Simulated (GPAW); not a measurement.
Runs of GPAW 26.7.0 on Si2Mo. Symmetry: I4/mmm, No. 139, tetragonal system. The conventional cell has a = 3.200 Å, b = 3.200 Å, c = 7.861 Å, α = 90.00°, β = 90.00°, γ = 90.00°. Around Mo (site symmetry 4/mmm) lie 10 Si at 2.62 Å. Si (site symmetry 4mm) has 5 Si at 2.61 to 2.63 Å and 5 Mo at 2.62 Å as nearest neighbours. 

```tsv
task	level	potentials or basis	cell	k mesh	cutoff (eV)	smearing	convergence	supercell	supercell k mesh	displacement	relaxed first	mesh quality	gap on the mesh (eV)	pressure (GPa)	largest force (eV/Å)
single point	PBE	GPAW PAW data sets (gpaw-data 1.2.1), pw	as given	12 × 12 × 12	600	gaussian 0.023 eV	-	-	-	-	-	not flagged	none	2.8	0.26
phonons	AM05	PAW data sets generated in the run's folder for this functional, pw	relaxed	10 × 10 × 10	510	fermi-dirac 0.05 eV	density=1e-06 eigenstates=1e-09	1 × 1 × 1	10 × 10 × 10	0.01	cell	not flagged	none	0.0	-
single point	PBE	GPAW PAW data sets (gpaw-data 1.2.1), pw	as given	12 × 12 × 12	600	gaussian 0.021 eV	-	-	-	-	-	not flagged	none	2.8	0.26
single point	PBE	GPAW PAW data sets (gpaw-data 1.2.1), pw	as given	12 × 12 × 12	600	gaussian 0.027 eV	-	-	-	-	-	not flagged	none	2.8	0.26
single point	PBE	GPAW PAW data sets (gpaw-data 1.2.1), pw	as given	12 × 12 × 12	600	fermi-dirac 0.05 eV	-	-	-	-	-	not flagged	none	2.8	0.26
single point	PBE	GPAW PAW data sets (gpaw-data 1.2.1), pw	as given	12 × 12 × 12	600	gaussian 0.03 eV	-	-	-	-	-	not flagged	none	2.8	0.26
band structure	BLYP	PAW data sets generated in the run's folder for this functional, pw	as given	12 × 12 × 12	600	fermi-dirac 0.05 eV	-	-	-	-	-	not flagged	-	11.5	(a)
relaxation of cell and atoms	PBE+D3	GPAW PAW data sets (gpaw-data 1.2.1), pw	relaxed	7 × 7 × 7	600	fermi-dirac 0.05 eV	-	-	-	-	-	coarse	none	0.0	-
```

Alike in all rows: no spin polarisation.

Fill in the values left out.

(a) 0.31.

Caveats: some runs use coarse meshes; the cutoff is short for stress and forces, so pressures can be off by a GPa or more (some runs); later steps reuse the first step's grids (some runs); pairwise dispersion overbinds metals, which lowers pressure and volume (some runs).

A k mesh can miss the band edges, and the runs leave out spin-orbit coupling on Mo.

A gap of «none» marks a metal or a gap under the smearing width.

Not every run made on this cell is shown here.
